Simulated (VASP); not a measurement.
# ZnO (I4mm) in VASP: single point with PBEsol

Aim: the single point of ZnO with PBEsol.

Everything below comes from runs of VASP 6.6.1. Logs are shortened: lines on timing, memory, paths and dates and some standing lists are left out, and cuts for length are marked.

## Step 1: The cell of the first run

It takes space group I4mm (No. 107, tetragonal). Conventional cell: a = 3.200 Å, b = 3.200 Å, c = 4.395 Å, α = 90.00°, β = 90.00°, γ = 90.00°. Around Zn (site symmetry 4mm) lie 6 O at 2.08 to 2.32 Å. O (site symmetry 4mm) is surrounded by 6 Zn at 2.08 to 2.32 Å.

Measurements of this composition are mostly on another form, of space group No. 186.

## Step 2: Single point, PBEsol (strained and moved within a subgroup)

Input file INCAR:

```
PREC = Accurate
ENCUT = 520
EDIFF = 1E-6
ISMEAR = 0
SIGMA = 0.05
LREAL = F
LASPH = T
NELM = 100
ALGO = Normal
ISIF = 2
LWAVE = F
LCHARG = T
GGA = PS
LELF = T
LVHAR = T
NBANDS = 16
```

Input file KPOINTS:

```
regular mesh
0
Gamma
  14 14 14
```

Input file POSCAR:

```
ZnO
1.0
    0.0000000000      2.1977098293      2.2627930893
    2.2627930893      0.0000000000      2.2627930893
    2.2627930893      2.1977098293      0.0000000000
Zn O
1 1
Direct
   -0.0138284407      0.0138284407     -0.0138284407
    0.5138284407      0.4861715593      0.5138284407
```

Potentials or basis: VASP PAW PBE potentials, release 64 (Zn, O).

Command:

```bash
$ cat potpaw_PBE.64/Zn/POTCAR potpaw_PBE.64/O/POTCAR > POTCAR
$ mpirun -np 1 vasp_std > vasp.out
```

OUTCAR:

```text
PREC = Accurate
   ENCUT = 520
   EDIFF = 1E-6
   ISMEAR = 0
   LREAL = F
   LASPH = T
   NELM = 100
   ISIF = 2
   GGA = PS

 ion  position               nearest neighbor table
   1  0.986  0.014  0.986-   2 2.08   2 2.27   2 2.27   2 2.27   2 2.27   2 2.32
   2  0.514  0.486  0.514-   1 2.08   1 2.27   1 2.27   1 2.27   1 2.27   1 2.32

  LATTYP: Found a body centered tetragonal cell.
 ALAT       =     3.2000726757
 C/A-ratio  =     1.3735374487

  Lattice vectors:

 A1 = (   0.0000000000,  -2.1977098293,   2.2627930893)
 A2 = (   0.0000000000,  -2.1977098293,  -2.2627930893)
 A3 = (   2.2627930893,   2.1977098293,   0.0000000000)

Analysis of symmetry for initial positions (statically):
=====================================================================
 Subroutine PRICEL returns:
 Original cell was already a primitive cell.

 Routine SETGRP: Setting up the symmetry group for a
 body centered tetragonal supercell.

 Subroutine GETGRP returns: Found  8 space group operations
 (whereof  8 operations were pure point group operations)
 out of a pool of 16 trial point group operations.

The static configuration has the point symmetry C_4v.

Analysis of symmetry for dynamics (positions and initial velocities):
=====================================================================
 Subroutine PRICEL returns:
 Original cell was already a primitive cell.

 Routine SETGRP: Setting up the symmetry group for a
 body centered tetragonal supercell.

 Subroutine GETGRP returns: Found  8 space group operations
 (whereof  8 operations were pure point group operations)
 out of a pool of 16 trial point group operations.

The dynamic configuration has the point symmetry C_4v.

 Subroutine INISYM returns: Found  8 space group operations
 (whereof  8 operations are pure point group operations),
 and found     1 'primitive' translations

----------------------------------------------------------------------------------------

                                     Primitive cell

  volume of cell :      22.5056

  direct lattice vectors                    reciprocal lattice vectors
     0.000000000  2.197709829  2.262793089    -0.220965851  0.227509562  0.220965851
     2.262793089  0.000000000  2.262793089     0.220965851 -0.227509562  0.220965851
     2.262793089  2.197709829  0.000000000     0.220965851  0.227509562 -0.220965851

  length of vectors
     3.154387589  3.200072676  3.154387589     0.386539021  0.386539021  0.386539021

  position of ions in fractional coordinates (direct lattice)
     0.986171559  0.013828441  0.986171559
     0.513828441  0.486171559  0.513828441

  ion indices of the primitive-cell ions
   primitive index   ion index
                 1           1
                 2           2

----------------------------------------------------------------------------------------

 KPOINTS: regular mesh

Automatic generation of k-mesh.
 Grid dimensions read from file:
 generate k-points for:   14   14   14

 Generating k-lattice:

  Cartesian coordinates                     Fractional coordinates (reciprocal lattice)
    -0.015783275  0.016250683  0.015783275     0.071428571  0.000000000  0.000000000
     0.015783275 -0.016250683  0.015783275     0.000000000  0.071428571  0.000000000
     0.015783275  0.016250683 -0.015783275     0.000000000  0.000000000  0.071428571

  Length of vectors
     0.027609930  0.027609930  0.027609930

  Shift w.r.t. Gamma in fractional coordinates (k-lattice)
     0.000000000  0.000000000  0.000000000

 Subroutine IBZKPT returns following result:
 ===========================================

 Found    244 irreducible k-points:

 Following reciprocal coordinates:
            Coordinates               Weight
  0.000000  0.000000  0.000000      1.000000
  0.071429  0.000000  0.000000      8.000000
  0.142857  0.000000  0.000000      8.000000
  0.214286  0.000000 -0.000000      8.000000
  0.285714  0.000000  0.000000      8.000000
  0.357143  0.000000 -0.000000      8.000000
[... 16 lines left out ...]
  0.214286  0.142857  0.000000     16.000000
  0.285714  0.142857 -0.000000     16.000000
 [... further k-points ...]
   k-points           NKPTS =    244   k-points in BZ     NKDIM =    244   number of bands    NBANDS=     16
   number of dos      NEDOS =    301   number of ions     NIONS =      2
   total plane-waves  NPLWV =  13824
   dimension x,y,z NGX =    24 NGY =   24 NGZ =   24
   dimension x,y,z NGXF=    48 NGYF=   48 NGZF=   48
   ions per type =               1   1
   NGX,Y,Z   is equivalent  to a cutoff of  12.65, 12.47, 12.65 a.u.
   NGXF,Y,Z  is equivalent  to a cutoff of  25.30, 24.94, 25.30 a.u.
 SYSTEM =  unknown system
   PREC   = accura    normal or accurate (medium, high low for compatibility)
   ISTART =      0    job   : 0-new  1-cont  2-samecut
   ICHARG =      2    charge: 1-file 2-atom 10-const
   ISPIN  =      1    spin polarized calculation?
   LNONCOLLINEAR =      F non collinear calculations
   LSORBIT =      F    spin-orbit coupling
   LASPH  =      T    aspherical Exc in radial PAW
   ENCUT  =  520.0 eV  38.22 Ry    6.18 a.u.   5.87  5.95  5.87*2*pi/ulx,y,z
   NELM   =    100;   NELMIN=  2; NELMDL= -5     # of ELM steps
   EDIFF  = 0.1E-05   stopping-criterion for ELM
   LREAL  =      F    real-space projection
   EDIFFG = 0.1E-04   stopping-criterion for IOM
   NSW    =      0    number of steps for IOM
   IBRION =     -1    ionic relax: 0-MD 1-quasi-New 2-CG
   NFREE  =      0    steps in history (QN), initial steepest desc. (CG)
   ISIF   =      2    stress and relaxation
   ISYM   =      2    0-nonsym 1-usesym 2-fastsym
   POTIM  = 0.5000    time-step for ionic-motion
   TEBEG  =    0.0;   TEEND  =   0.0 temperature during run
   PSTRESS=    0.0 pullay stress
   NELECT =      18.0000    total number of electrons
   NUPDOWN=      -1.0000    fix difference up-down
   EMIN   =  10.00;   EMAX   =-10.00  energy-range for DOS
   EFERMI =   0.00;   METHOD = LEGACY
   ISMEAR =     0;   SIGMA  =   0.05  broadening in eV -4-tet -1-fermi 0-gaus
   EFERMI_NEDOS =   21; number of points for ismear=-14 and -15
   IALGO  =     38    algorithm
   IMIX   =      4    mixing-type and parameters
     AMIX     =   0.40;   BMIX     =  1.00
     AMIX_MAG =   1.60;   BMIX_MAG =  1.00
  volume/ion in A,a.u.               =      11.25        75.94
  Fermi-wavevector in a.u.,A,eV,Ry     =   1.519622  2.871670 31.419280  2.309252
  Thomas-Fermi vector in A             =   2.628583
   LORBIT       =      0    0 simple, 1 ext, 2 COOP (PROOUT), +10 PAW based schemes
   GGA     = PS    functional components
   LHFCALC =     F    Hartree Fock is set to
   AEXX    =    0.0000 exact exchange contribution
   IVDW    =     0    specifies the selected vdW correction
   LEPSILON=     F    determine dielectric tensor
   LRPA    =     F    only Hartree local field effects (RPA)
 non-spin polarized calculation
 Gauss-broadening in eV      SIGMA  =   0.05
  energy-cutoff  :      520.00
  volume of cell :       22.51
 maximum number of plane-waves:       620
   NGX = 11   NGY = 11   NGZ = 11

 number of electron      18.0000012 magnetization

 Free energy of the ion-electron system (eV)
  ---------------------------------------------------
  ext. energy  EPLUGINS =         0.00000000
  ---------------------------------------------------
  free energy    TOTEN  =        -9.27575827 eV

  energy without entropy =       -9.27575756  energy(sigma->0) =       -9.27575792

 E-fermi :   1.4125     XC(G=0): -11.7688

 val. band max:        1.3026312489   @ k =   0.5000   0.0000  -0.0000
 cond. band min:       1.5055376652   @ k =   0.0000   0.0000   0.0000
 fundamental gap:      0.2029064164
 Fermi energy:         1.4125148780

 k-point     1 :       0.0000    0.0000    0.0000
  band No.  band energies     occupation
      1     -16.1569      2.00000
      2      -3.4458      2.00000
      3      -3.4458      2.00000
      4      -3.3942      2.00000
      5      -3.3064      2.00000
      6      -3.2754      2.00000
[... 8 lines left out ...]
     15      18.9001      0.00000
     16      18.9001      0.00000

 k-point     2 :       0.0714    0.0000    0.0000
  band No.  band energies     occupation
      1     -16.1126      2.00000
      2      -3.4765      2.00000
      3      -3.4468      2.00000
      4      -3.3942      2.00000
      5      -3.3322      2.00000
      6      -3.3009      2.00000
[... 8 lines left out ...]
     15      19.1700      0.00000
     16      19.5116      0.00000

 k-point     3 :       0.1429    0.0000    0.0000
  band No.  band energies     occupation
      1     -15.9856      2.00000
      2      -3.6045      2.00000
      3      -3.5004      2.00000
      4      -3.4443      2.00000
      5      -3.3324      2.00000
      6      -3.3167      2.00000
[... 8 lines left out ...]
     15      19.7073      0.00000
     16      19.9362      0.00000

 k-point     4 :       0.2143    0.0000   -0.0000
  band No.  band energies     occupation
      1     -15.7938      2.00000
      2      -3.8502      2.00000
      3      -3.6344      2.00000
      4      -3.5840      2.00000
      5      -3.2839      2.00000
      6      -3.2717      2.00000
[... 8 lines left out ...]
     15      20.4450      0.00000
     16      20.5852      0.00000
[... 324 lines left out ...]
 k-point    22 :       0.1429    0.1429    0.0000
  band No.  band energies     occupation
      1     -15.9411      2.00000
      2      -3.6921      2.00000
      3      -3.5110      2.00000
      4      -3.3906      2.00000
      5      -3.3659      2.00000
      6      -3.2545      2.00000
[... 8 lines left out ...]
     15      22.2174      0.00000
     16      22.5380      0.00000

 k-point    23 :       0.2143    0.1429    0.0000
  band No.  band energies     occupation
      1     -15.8077      2.00000
      2      -3.8649      2.00000
      3      -3.5657      2.00000
      4      -3.4104      2.00000
      5      -3.3505      2.00000
      6      -3.2276      2.00000
[... 8 lines left out ...]
     15      22.4523      0.00000
     16      23.1405      0.00000

 k-point    24 :       0.2857    0.1429   -0.0000
  band No.  band energies     occupation
      1     -15.6230      2.00000
      2      -4.0754      2.00000
      3      -3.6852      2.00000
      4      -3.5029      2.00000
      5      -3.3113      2.00000
      6      -3.1795      2.00000
[... 8 lines left out ...]
     15      22.3903      0.00000
     16      23.5743      0.00000

 [... further k-points ...]

------------------------ aborting loop because EDIFF is reached ----------------------------------------

  FORCE on cell =-STRESS in cart. coord.  units (eV):
  Direction    XX          YY          ZZ          XY          YZ          ZX
  --------------------------------------------------------------------------------------
  -------------------------------------------------------------------------------------
  Total       -2.6829797     -2.2891296     -2.6829797      0.0000000      0.0000000      0.0000000
  in kB     -191.0020076   -162.9637222   -191.0020076      0.0000000      0.0000000      0.0000000
  external PRESSURE =    -181.6559125 kB  Pullay stress =       0.0000000 kB

 VOLUME and BASIS-vectors are now :
 -----------------------------------------------------------------------------
  energy-cutoff  :      520.00
  volume of cell :       22.51
      direct lattice vectors                 reciprocal lattice vectors
     0.000000000  2.197709829  2.262793089    -0.220965851  0.227509562  0.220965851
     2.262793089  0.000000000  2.262793089     0.220965851 -0.227509562  0.220965851
     2.262793089  2.197709829  0.000000000     0.220965851  0.227509562 -0.220965851

 POSITION                                       TOTAL-FORCE (eV/Angst)
 -----------------------------------------------------------------------------------
      2.26279      4.33464      2.26279         0.000000      0.170655      0.000000
      2.26279      2.25849      2.26279         0.000000     -0.170655      0.000000
 -----------------------------------------------------------------------------------
    total drift:                                0.000003      0.000544      0.000002

  FREE ENERGIE OF THE ION-ELECTRON SYSTEM (eV)
  ---------------------------------------------------
  free  energy   TOTEN  =        -9.2757582690 eV

  energy  without entropy=       -9.2757575611  energy(sigma->0) =       -9.27575792
```

Wall time 20 s (1 thread of Intel Xeon 6975P-C (Granite Rapids), shared host); peak memory 0.2 GiB.

What came out:

```yaml
Free_energy: -9.2758 eV
Pressure: -18.2 GPa
Largest_force: 0.171 eV/Å
Band_gap_on_the_k_mesh: 0.20 eV, indirect (least direct gap 1.08 eV)
```

Forces on the atoms (eV/Å):
```
Zn   0.000  0.171  0.000
O    0.000 -0.171  0.000
```

Levels at points of the mesh, in eV from the valence-band top:
```tsv
k point	band 7	band 8	band 9	band 10	band 11	band 12
(0.00, 0.00, 0.00)	-1.01	-0.88	-0.88	0.20	16.45	16.45
(0.50, 0.00, 0.00)	-3.55	-0.11	0.00	5.07	7.79	11.66
(0.50, 0.50, 0.00)	-4.14	-2.26	-1.97	3.49	9.56	10.74
(0.50, 0.00, 0.50)	-4.10	-2.25	-2.25	3.50	10.03	10.56
```

Caveat: so large a pressure means that the cell lies far from this level's equilibrium, or that cutoff or potentials fall short; the potentials were made for another functional, which shifts forces and pressure. A k mesh can miss the band edges.
